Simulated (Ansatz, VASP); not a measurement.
This is a calculation of C for VASP 6.6.1. This isn't the form of C at room conditions, which is graphite.

File INCAR:

```
  PREC = Accurate
  ENCUT = 600
  EDIFF = 1E-6
  ISMEAR = -1
  SIGMA = 0.05
  LREAL = False
  LASPH = True
  NELM = 80
  ALGO = Normal
  ISIF = 3
  LWAVE = False
  LCHARG = False
  GGA = PE
  IBRION = 2
  NSW = 60
  EDIFFG = -0.01
```

The input KPOINTS:

```
regular mesh
0
Gamma
  10 10 10
```

POSCAR

```
C
1.0
    2.6197200000      0.0000000000      0.0000000000
    0.0000000000      2.6197200000      0.0000000000
    0.0000000000      0.0000000000      2.6197200000
C
3
Direct
    0.0000000000      0.5000000000      0.5000000000
    0.5000000000      0.0000000000      0.5000000000
    0.5000000000      0.5000000000      0.0000000000
```

Potentials or basis: VASP PAW PBE potentials, release 64 (C).

Launch:

```console
$ cat potpaw_PBE.64/C/POTCAR > POTCAR
$ mpirun -np 1 vasp_std > vasp.out
```

Question: Set up the same calculation for Ansatz 0.2.0. Potentials or basis there: Ansatz PAW, cutoff 420 eV.

Answer: As run (cutoffs and basis follow the program's own potentials, and thresholds, step limits or extra output files can differ):

Contents of input.yaml:

```yaml
crystal:
  lattice:
    - [2.61972, 0.0, 0.0]
    - [0.0, 2.61972, 0.0]
    - [0.0, 0.0, 2.61972]
  atoms:
    - { symbol: C, position: [0.0, 0.5, 0.5] }
    - { symbol: C, position: [0.5, 0.0, 0.5] }
    - { symbol: C, position: [0.5, 0.5, 0.0] }
hamiltonian:
  xc: pbe
  pseudopotentials: { kind: paw }
kpoints:
  mp_grid: { grid: [10, 10, 10] }
scf:
  occupations: { method: fermi_dirac, width: 0.05 }
output:
  forces: true
  stress: true
  eigenvalues: true
relax:
  f_tol: 0.01
  max_steps: 40
  cell: { stress_tol: 0.05 }
```

Potentials or basis: Ansatz PAW.

Run with:

```bash
$ ansatz run input.yaml --threads 2 --pin off --max-ram 5632MiB --backend cpu --events-out ev --progress --plain --runs-dir out
```

Both were run:

|  | VASP | Ansatz |
| --- | --- | --- |
| Relaxed volume | 6.08 Å³/atom | 6.09 Å³/atom |
| Relaxed cell | a = 2.632 Å, b = 2.632 Å, c = 2.632 Å, α = 90.00°, β = 90.00°, γ = 90.00° | a = 2.634 Å, b = 2.634 Å, c = 2.634 Å, α = 90.00°, β = 90.00°, γ = 90.00° |
| Space group after relaxing | Pm-3m (No. 221) | Pm-3m (No. 221) |
| Pressure after relaxing | 0.0 GPa | 0.0 GPa |

Ansatz's pressure holds a Pulay term of +0.85 GPa for its cutoff of 420 eV, which the other run lacks.

Where Ansatz's input types no cutoff or centring, it takes its own default and a Γ-centred mesh.

Pressure is positive in compression.
